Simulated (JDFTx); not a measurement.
A run of JDFTx 1.7.0 (patched build) is set up as follows.

FeO.in

```
lattice \
    0.0000000000     4.0731156890     4.0731156890 \
    4.0731156890     0.0000000000     4.0731156890 \
    4.0731156890     4.0731156890     0.0000000000
coords-type Lattice
ion Fe     0.0000000000     0.0000000000     0.0000000000 1
ion O      0.5000000000     0.5000000000     0.5000000000 1

ion-species pseudo/Fe.upf
ion-species pseudo/O.upf
elec-cutoff 45 360
elec-ex-corr gga-PBE
kpoint-folding 7 7 7
elec-smearing Fermi 0.0018374661
elec-n-bands 19
spintype z-spin
initial-magnetic-moments Fe 3
elec-initial-magnetization 3 no
electronic-SCF nIterations 100 energyDiffThreshold 1e-09
electronic-minimize nIterations 30 energyDiffThreshold 1e-7
forces-output-coords Cartesian
lattice-minimize nIterations 40 energyDiffThreshold 1e-6

dump-name run.$VAR
dump End Ecomponents EigStats BandEigs Kpoints Forces Stress
```

Potentials or basis: PseudoDojo-SR-PBE-0.5-standard with smoothed tails.

Run with:

```sh
$ jdftx -c 1 -i FeO.in -o FeO.out
```

**Question.** What does it give for the relaxed cell?

**Answer.** a = 3.042 Å, b = 3.042 Å, c = 3.042 Å, α = 60.00°, β = 60.00°, γ = 60.00°.

**Question.** What does it give for the net moment?

**Answer.** 4.00 μB per cell.

**Question.** Estimate the space group after relaxing (to 0.05 Å).

**Answer.** Fm-3m (No. 225).

The path:
| step | energy change (eV) | largest force (eV/Å) | pressure (GPa) | volume (Å³) |
| --- | --- | --- | --- | --- |
| 1 | 0.0000 | 0.0000 | -1.03 | 20.03 |
| 2 | -0.0002 | 0.0000 | -0.74 | 19.99 |
| 3 | -0.0004 | 0.0000 | -0.03 | 19.92 |
| 4 | -0.0004 | 0.0000 | 0.00 | 19.91 |
| 5 | -0.0004 | 0.0000 | 0.00 | 19.91 |

Caveat: the k mesh is coarse (spacing up to 0.36 Å⁻¹), so the values aren't converged; a cell with one magnetic atom can't hold antiferromagnetic order, which such compounds often take.
